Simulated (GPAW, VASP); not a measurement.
Given: the input of a run of GPAW 26.7.0 (ASE script) on Au (Gold). 

File run.py:

```python
from ase import Atoms
from ase.dft.bandgap import bandgap
from ase.io import write
from ase.units import Bohr, GPa
from gpaw import GPAW, PW
from gpaw.elf import elf_from_dft_calculation

atoms = Atoms(['Au'],
              cell=[[0.0, 2.035, 2.035],
                    [2.035, 0.0, 2.035],
                    [2.035, 2.035, 0.0]],
              scaled_positions=[[0.0, 0.0, 0.0]],
              pbc=True)

calc = GPAW(mode=PW(600),
            xc='PBE',
            kpts={'size': (11, 11, 11), 'gamma': True},
            occupations={'name': 'methfessel-paxton', 'order': 0, 'width': 0.023},
            nbands=14,
            convergence={'density': 1e-05, 'energy': 1e-05},
            maxiter=150,
            txt='gpaw.txt')
atoms.calc = calc
energy = atoms.get_potential_energy()
forces = atoms.get_forces()
stress = atoms.get_stress()
calc.write('gs.gpw')
write('result.traj', atoms)
print(f'Energy: {energy:.6f} eV')
print('Forces (eV/A):')
print(forces.round(4))
print('Stress (GPa):', (stress / GPa).round(3))
print('Fermi level:', round(calc.get_fermi_level(), 4), 'eV')
print(f'Gap: {bandgap(calc)[0]:.4f} eV, direct: {bandgap(calc, direct=True)[0]:.4f} eV')

# fields on the real-space grid
write('density.cube', atoms, data=calc.get_pseudo_density() * Bohr**3)
write('potential.cube', atoms, data=calc.get_electrostatic_potential())
write('elf.cube', atoms, data=elf_from_dft_calculation(calc).data)
```

Potentials or basis: GPAW PAW data sets (gpaw-data 1.2.1), pw.

Launch:

```sh
$ OMP_NUM_THREADS=1 python run.py
```

Q: Translate it to VASP 6.6.1. Potentials or basis there: PBE PAW files Au, 520 eV.

A: As run (cutoffs and basis follow the program's own potentials, and thresholds, step limits or extra output files can differ):

The input INCAR:

```
ALGO     = Normal         # electronic algorithm
EDIFF    = 1E-6           # SCF threshold, eV
ENCUT    = 520            # plane-wave cutoff, eV
GGA      = PE             # functional
ISIF     = 2              # what is computed and relaxed
ISMEAR   = 0              # smearing method
LASPH    = True           # aspherical terms in the spheres
LCHARG   = False          # write CHGCAR
LREAL    = False          # projectors in reciprocal space
LWAVE    = False          # write WAVECAR
NBANDS   = 12             # bands
NELM     = 100            # most SCF steps
PREC     = Accurate       # precision mode
SIGMA    = 0.023          # smearing width, eV
```

The input KPOINTS:

```
k-points
0
Gamma
  11 11 11
```

POSCAR

```
Au
1.0
    0.0000000000      2.0350000000      2.0350000000
    2.0350000000      0.0000000000      2.0350000000
    2.0350000000      2.0350000000      0.0000000000
Au
1
Direct
    0.0000000000      0.0000000000      0.0000000000
```

Potentials or basis: VASP PAW PBE potentials, release 64 (Au).

The run is started by

```bash
$ cat potpaw_PBE.64/Au/POTCAR > POTCAR
$ mpirun -np 1 vasp_std > vasp.out
```

Both were run:

|  | GPAW | VASP |
| --- | --- | --- |
| Pressure | 13.4 GPa | 10.5 GPa |

The two runs disagree by more than potentials and bases usually give (in gap, levels, pressure or energy); the cause wasn't traced.

The cell lies far from this level's equilibrium.

Pressure is positive in compression.
